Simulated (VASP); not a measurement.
Runs of VASP 6.6.1 on Ta. The structure is cubic, space group Fm-3m (No. 225). Conventional cell: a = 4.177 Å, b = 4.177 Å, c = 4.177 Å, α = 90.00°, β = 90.00°, γ = 90.00°. Ta (site symmetry m-3m) has 12 Ta at 2.95 Å as nearest neighbours. This isn't the form of Ta at room conditions, which is bcc.

| level | k mesh | cutoff (eV) | smearing | gap on the mesh (eV) | pressure (GPa) |
| --- | --- | --- | --- | --- | --- |
| PBEsol | 18 × 18 × 18 | 520 | gaussian 0.5 eV | none | (a) |
| r2SCAN | 18 × 18 × 18 | 520 | gaussian 0.1 eV | none | 5.1 |
| PBEsol | 26 × 26 × 26 | 520 | gaussian 0.1 eV | none | 0.0 |
| PBEsol | 18 × 18 × 18 | 900 | gaussian 0.1 eV | none | 0.0 |
| PBEsol | 18 × 18 × 18 | 700 | gaussian 0.1 eV | none | 0.0 |

Alike in all rows: task single point; potentials or basis VASP PAW PBE potentials, release 64 (Ta_pv); no spin polarisation; cell as given.

**Question.** Estimate the missing entries.

**Answer.** (a) 0.6.

Caveats: the PAW data sets were made with another functional, which shifts forces and pressure a little.

A k mesh can miss the band edges, and the runs leave out spin-orbit coupling on Ta.

A gap of «none» marks a metal or a gap under the smearing width.
